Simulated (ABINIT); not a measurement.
Here is an ABINIT 10.8.3 (patched build) calculation.

File run.abi:

```
# Datasets: ground state, then fixed potential
ndtset 2

# Pseudopotentials
pp_dirpath "./"
pseudos "Sn.LDA_PW-JTH.xml, O.LDA_PW-JTH.xml"

# Structure
acell 4.738 4.738 3.1865 Angstrom
rprim
     1.0000000000     0.0000000000     0.0000000000
     0.0000000000     1.0000000000     0.0000000000
     0.0000000000     0.0000000000     1.0000000000
ntypat 2
znucl 50 8
natom 6
typat 1 1 2 2 2 2
xcart
     2.3690000000     2.3690000000     1.5932500000
     0.0000000000     0.0000000000     0.0000000000
     3.8240398000     0.9139602000     1.5932500000
     3.2829602000     3.2829602000     0.0000000000
     0.9139602000     3.8240398000     1.5932500000
     1.4550398000     1.4550398000     0.0000000000 Angstrom

# Plane-wave basis
ecut 761.918815 eV
pawecutdg 50.0

# Exchange and correlation
ixc -208012
usekden 1
pawxcdev 0

# Bands and occupations
occopt 3
tsmear 0.05 eV

# SCF cycle
nstep 100
diemix 0.3
optforces 0
optstress 0

# Output
iomode 3
prtwf 0
prteig 0
prtebands 0
enunit 1
prtden1 1
prtkden1 1
prtvha1 1
prtvclmb1 1
prtpot1 1

# Dataset 1
kptopt1 1
ngkpt1 5 5 7
nshiftk1 1
shiftk1 0.0 0.0 0.0
nband1 32
tolvrs1 1.0e-7

# Dataset 2: bands along G-X-M-G-Z-R-A-Z
iscf2 -2
getden2 1
getkden2 1
nband2 38
nbdbuf2 4
tolwfr2 1.0e-11
kptopt2 -7
ndivsm2 5
prteig2 1
kptbounds2
     0.0000000000     0.0000000000     0.0000000000
     0.0000000000     0.5000000000     0.0000000000
     0.5000000000     0.5000000000     0.0000000000
     0.0000000000     0.0000000000     0.0000000000
     0.0000000000     0.0000000000     0.5000000000
     0.0000000000     0.5000000000     0.5000000000
     0.5000000000     0.5000000000     0.5000000000
     0.0000000000     0.0000000000     0.5000000000
```

Potentials or basis: JTH PAW LDA v2.0.

Command:

```bash
$ mpirun --bind-to none -np 4 abinit run.abi > log 2>&1
```

Predict the band gap on the k mesh.

2.96 eV, direct.

Estimate the band gap along the path.

2.96 eV, direct.

Levels at the corners of the path, in eV from the valence-band top:
```tsv
point	band 22	band 23	band 24	band 25	band 26	band 27	band 28	band 29	band 30	band 31
Γ	-0.95	-0.95	-0.66	-0.66	0.00	2.96	8.07	8.64	8.64	12.87
X	-1.64	-0.91	-0.91	-0.52	-0.52	6.03	6.03	9.41	9.41	13.19
M	-1.60	-1.01	-1.01	-0.81	-0.81	6.48	6.48	9.65	9.65	13.33
Γ	-0.95	-0.95	-0.66	-0.66	0.00	2.96	8.07	8.64	8.64	12.87
Z	-2.16	-1.38	-1.38	-1.11	-1.11	7.92	7.92	12.02	12.02	13.15
R	-1.43	-0.95	-0.95	-0.49	-0.49	8.20	8.20	10.24	10.24	13.57
A	-2.03	-0.82	-0.82	-0.77	-0.77	6.72	6.72	11.28	11.28	13.50
Z	-2.16	-1.38	-1.38	-1.11	-1.11	7.92	7.92	12.02	12.02	13.15
```

Caveat: the constant c of TB-mBJ comes from the pseudo density here, which moves gaps by up to 0.3 eV between sets of potentials; spin-orbit coupling is left out, which moves the levels of the heavy elements; the atomic spheres overlap.
